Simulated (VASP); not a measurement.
A run of VASP 6.6.1 is set up as follows.

Contents of INCAR:

```
SYSTEM = Ru
PREC     = Accurate       ! precision mode
ENCUT    = 520            ! plane-wave cutoff, eV
EDIFF    = 1E-6           ! SCF threshold, eV
ISMEAR   = 1              ! smearing method
SIGMA    = 0.1            ! smearing width, eV
LREAL    = .FALSE.        ! projectors in reciprocal space
LASPH    = .TRUE.         ! aspherical terms in the spheres
NELM     = 60             ! most SCF steps
ALGO     = Fast           ! electronic algorithm
ISIF     = 2              ! what is computed and relaxed
LWAVE    = .FALSE.        ! write WAVECAR
LCHARG   = .TRUE.         ! write CHGCAR
GGA      = PS             ! functional
LVHAR    = .TRUE.
```

File KPOINTS:

```
regular mesh
0
G
  18 18 10
  0 0 0
```

Contents of POSCAR:

```
Ru                                      
1.0
    2.6888319887     -0.0000000000      0.0000000000
   -1.3444159943      2.3285968125     -0.0000000000
    0.0000000000      0.0000000000      4.2529438660
  Ru            
     2
Direct
     0.3333333300000021    0.6666666699999979    0.2500000000000000
     0.6666666699999979    0.3333333300000021    0.7500000000000000
```

Potentials or basis: VASP PAW PBE potentials, release 64 (Ru_pv).

Command:

```sh
$ cat potpaw_PBE.64/Ru_pv/POTCAR > POTCAR
$ mpirun -np 1 vasp_std > vasp.out
```

Task: What does it give for the band gap on the k mesh?

Result: None (metal or under the smearing width).

Task: What does it give for the pressure?

Result: 0.0 GPa.

Caveat: the PAW data sets were made with another functional, which shifts forces and pressure a little.
